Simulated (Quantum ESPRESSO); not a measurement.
TiSi:

```xyz
2
Lattice="1.8162 -2.1176 0.0000 1.8162 2.1176 0.0000 0.0000 0.0000 3.8039" Properties=species:S:1:pos:R:3 pbc="T T T"
Ti    1.8162    0.0000    0.0000
Si    0.0000    0.0000    1.9020
```

The cell comes from a database or a generator and needn't be the stable form of this composition.

Base run:

| Quantity | Value |
| --- | --- |
| Program | Quantum ESPRESSO 7.5 |
| Functional | PBEsol |
| Potentials or basis | GBRV 1.5 PBEsol |
| Cutoff | 612 eV |
| Density cutoff | 4898 eV |
| k mesh | 10 × 10 × 7 |
| Occupations | fermi-dirac, width 0.05 eV |
| Spin | no spin polarisation |

Its results: band gap on the k mesh none (metal or under the smearing width); pressure -4.3 GPa.

The run is repeated on the same cell with these changes: functional from PBEsol to LDA; potentials or basis from GBRV 1.5 PBEsol to GBRV 1.5 LDA. What comes out?

Band gap on the k mesh none (metal or under the smearing width); pressure -7.8 GPa.
